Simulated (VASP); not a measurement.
Wanted: the native input for a VASP 6.6.1 run.

```
Task                   : single point
Functional             : PBE
Dispersion             : D4
Potentials or basis    : VASP PAW PBE potentials, release 64 (Mg, Se)
Cutoff                 : 520 eV
k mesh                 : 5 × 5 × 5
Occupations            : gaussian, width 0.01 eV
Spin                   : no spin polarisation
Dipole correction      : no
Further INCAR settings : ALGO = Normal; EDIFF = 1e-06; NBANDS = 11
```

The structure of MgSe lies in POSCAR:

```
MgSe
1.0
    0.0000000000      2.7876662614      2.7876662614
    2.7876662614      0.0000000000      2.7876662614
    2.7876662614      2.7876662614      0.0000000000
Mg Se
1 1
Direct
    0.0000000000      0.0000000000      0.0000000000
    0.5000000000      0.5000000000      0.5000000000
```

The input as run:

INCAR

```
SYSTEM = MgSe
  ALGO = Normal
  EDIFF = 1E-6
  ENCUT = 520
  GGA = PE
  ISIF = 2
  ISMEAR = 0
  IVDW = 13
  LASPH = .True.
  LCHARG = .False.
  LREAL = .False.
  LWAVE = .False.
  NBANDS = 11
  NELM = 60
  PREC = Accurate
  SIGMA = 0.01
```

KPOINTS

```
k-points
0
Gamma
  5 5 5
  0 0 0
```

Potentials or basis: VASP PAW PBE potentials, release 64 (Mg, Se).

Launch:

```sh
$ cat potpaw_PBE.64/Mg/POTCAR potpaw_PBE.64/Se/POTCAR > POTCAR
$ mpirun -np 1 vasp_std > vasp.out
```

Results of the run:

```yaml
Pressure: -4.2 GPa
Band_gap_on_the_k_mesh: 2.08 eV, indirect (least direct gap 2.16 eV)
Dispersion_energy_per_atom: -0.285 eV
```

Caveat: an odd mesh through Γ misses points on the zone boundary, where band edges often lie.

Run time: 11 s on 1 thread of Intel(R) Xeon(R) Platinum 8375C CPU @ 2.90GHz (Ice Lake), on a shared host, peak memory 0.16 GiB.
